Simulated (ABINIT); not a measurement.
Crystal: B.

```
B
1.0
     1.88524    0.00000    0.00000
     0.00000    1.88524    0.00000
     0.00000    0.00000    1.88524
B
1
Direct
  0.50000 0.50000 0.50000
```

The cell was built by a generator and needn't be a form met in nature.

Program: ABINIT 10.8.3 (patched build). Alike in all runs: task single point; no spin polarisation; cell as given; k mesh 10 × 10 × 10; smearing fermi-dirac 0.05 eV.

Order these runs on this cell by their pressure, lowest first.
A. level PBEsol; potentials or basis Ansatz PAW PBE default generated set, frozen core; cutoff (eV) 327; fine-grid cutoff 653.073 eV
B. level PBEsol; potentials or basis PseudoDojo NC SR PBEsol v0.4.1 standard; cutoff (eV) 1034
C. level LDA; potentials or basis PseudoDojo NC SR LDA v0.4 stringent; cutoff (eV) 925

C (-8.3 GPa), A (-6.3 GPa), B (-2.7 GPa).

Caveats: the atomic spheres overlap (some runs); the PAW data sets were made with another functional, which shifts forces and pressure a little (some runs).

Not every run made on this cell is shown here.
